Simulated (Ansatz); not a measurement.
MoS2 under changes of volume

One of the cells (18.982 Å³/atom); the others are scaled copies at fixed shape and fractional positions:

```
Mo S
1.0
     3.22746    0.00000    0.00000
    -1.61373    2.79507    0.00000
     0.00000    0.00000    6.31247
Mo S
1 2
Direct
  0.00000 0.00000 0.50000
  0.66667 0.33333 0.74468
  0.33333 0.66667 0.25532
```

Measurements of this composition are mostly on another form, of space group No. 194.

| Quantity | Value |
| --- | --- |
| Program | Ansatz 0.2.0 |
| Functional | PBEsol |
| Potentials or basis | all-electron LAPW, scalar-relativistic |
| Cutoff | 258 eV (chosen from the basis error) |
| Basis error allowed | 0.001 eV/atom |
| k mesh | 9 × 9 × 4 |
| Occupations | fermi-dirac, width 0.05 eV |
| Spin | no spin polarisation |

```csv
volume (Å³/atom),energy over the lowest point (meV/atom),pressure (GPa),largest force (eV/Å)
17.843,10.73,5.6,1.086
18.222,?,?,?
18.602,0.00,-0.8,0.348
18.982,5.08,-3.4,0.020
19.361,16.16,-5.8,0.284
19.741,32.60,-8.0,0.566
20.120,53.85,-9.9,0.827
```

What does the run at 18.222 Å³/atom give?

Energy over the lowest point 1.62 meV/atom; pressure 2.2 GPa; largest force 0.703 eV/Å.

Worked out: A Birch-Murnaghan fit of order 3 (a polynomial in V^(-2/3)) to the other rows has its minimum at 18.50 Å³/atom with B0 = V·E''(V) = 142 GPa and B' = 4.4 at fixed shape and positions, which overstates the stiffness. It gives 1.63 meV/atom at 18.222 Å³/atom, against the run's 1.62, and -dE/dV = 2.2 GPa, against 2.2.

Energies are extrapolated to zero smearing.

Caveats: this functional lacks dispersion, which binds the layers, so the pressure and a relaxed spacing across them are unreliable; forces of over 1 eV/Å show positions far from the minimum, so gaps and moduli don't describe the material at rest (some runs).
